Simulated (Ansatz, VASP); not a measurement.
# Sn: VASP beside Ansatz

```
CELL_PARAMETERS angstrom
-1.89129 1.89129 1.89129
1.89129 -1.89129 1.89129
1.89129 1.89129 -1.89129
ATOMIC_POSITIONS crystal
Sn 0.00000 0.00000 0.00000
```

This isn't the form of Sn at room conditions, which is tetragonal (white tin).

Alike in both runs: task single point; functional r2SCAN; k mesh 12 × 12 × 12; occupations gaussian, width 0.15 eV; no spin polarisation.

|  | VASP | Ansatz |
| --- | --- | --- |
| version | VASP 6.6.1 | Ansatz 0.2.0 |
| potentials or method | VASP PAW PBE potentials, release 64 (Sn_d) | scalar-relativistic, plane waves, PAW |
| plane-wave cutoff (eV) | 520 | 500 |
| valence electrons in the cell | 14 | 14 |

VASP gave:

| Item | Value |
| --- | --- |
| gap on the k mesh at the Fermi level (eV) | none |
| pressure (GPa) | -0.4 |

**Question.** What did Ansatz give for the same quantities?

**Answer.** gap on the k mesh at the Fermi level (eV): none; pressure (GPa): -0.5.

A gap of «none» marks a metal or a gap that the smearing closes.

Caveats: the PAW data sets were made with another functional, which shifts forces and pressure a little (VASP).
